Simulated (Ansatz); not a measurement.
The system is CuAu.

```xyz
2
Lattice="2.8107 0.0000 0.0000 0.0000 2.8107 0.0000 0.0000 0.0000 3.6850" Properties=species:S:1:pos:R:3 pbc="T T T"
Au    0.0000    0.0000    0.0000
Cu    1.4054    1.4054    1.8425
```

Base run:

```yaml
Program: Ansatz 0.2.0
Functional: PBE
Potentials_or_basis: all-electron LAPW, scalar-relativistic
Cutoff: 271 eV (chosen from the basis error)
Basis_error_allowed: 0.001 eV/atom
k_mesh: 9 × 9 × 7
Occupations: fermi-dirac, width 0.05 eV
Spin: no spin polarisation
```

Its results: pressure 4.5 GPa.

Question: The run is repeated on the same cell with these changes: functional from PBE to LDA. What comes out?

Answer: Pressure -9.2 GPa.

LDA binds more tightly than PBE, so the same cell stands under less pressure.
